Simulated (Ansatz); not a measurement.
Si₂Ni (Fm-3m), generalised stacking fault

Level of theory: DFT PBEsol, scalar-relativistic, plane waves, PAW in Ansatz. Cutoff 420 eV, Γ-centred 14×14×5 k-points, Gaussian smearing of 0.15 eV. No spin polarisation. A magnetic state may lie lower. Energies are free energies at this smearing, counted from the undisturbed cell; pressure is positive in compression.

The starting cell (relaxed at this level):

```
Si Ni
1.0
     2.69570   -2.69570    0.00000
     2.69570    0.00000   -2.69570
     5.39141    5.39141    5.39141
Si Ni
6 3
Direct
  0.66667 0.66667 0.41668
  0.00000 0.00000 0.08335
  0.33333 0.33333 0.75002
  0.66667 0.66667 0.91668
  0.00000 0.00000 0.58335
  0.33333 0.33333 0.25002
  0.33333 0.33333 0.50002
  0.66667 0.66667 0.16668
  0.00000 0.00000 0.83335
```

The cut lies on the cell's a–b face, a (1 1 1) plane (indices in the standard cell, whose axes needn't be the Cartesian ones shown) of area 12.59 Å², between layers 1.56 Å apart. Vector c is tilted by f times 1·a + 1·b (length 6.603 Å) with the atoms' Cartesian places fixed: one unrelaxed fault a cell. The cell is metallic on the mesh throughout.

Over the sampled range (0.0000 to 0.6667), is the undisturbed cell the lowest point?

Yes, every other sampled point lies higher.

The scan:

```
     f  γ (mJ/m²)
0.0000          0
0.1667       1000
0.3333       2242
0.5000       3227
0.6667      11722
```